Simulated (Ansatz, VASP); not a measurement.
## Two plane-wave programs on Sn2Ge

```
Sn Ge
1.0
     0.00000    3.48963    3.48963
     3.48963    0.00000    3.48963
     3.48963    3.48963    0.00000
Sn Ge
2 1
Direct
  0.75000 0.75000 0.75000
  0.25000 0.25000 0.25000
  0.00000 0.00000 0.00000
```

Alike in both runs: functional PBE; k mesh 6 × 6 × 6; occupations gaussian, width 0.1 eV; no spin polarisation.

Ansatz relaxed the structure, and its values are those at the end. VASP's run is a single point on that final structure, the one shown.

```csv
,VASP,Ansatz
version,VASP 6.6.1,Ansatz 0.2.0
potentials or method,"VASP PAW PBE potentials, release 64 (Sn_d, Ge_d)","scalar-relativistic, plane waves, PAW"
plane-wave cutoff (eV),520,420
valence electrons in the cell,42,42
```

|  | VASP | Ansatz | Ansatz less VASP |
| --- | --- | --- | --- |
| gap on the k mesh at the Fermi level (eV) | none | none | - |
| pressure (GPa) | 0.5 | 0.5 | +0.02 |

A gap of «none» marks a metal or a gap that the smearing closes.
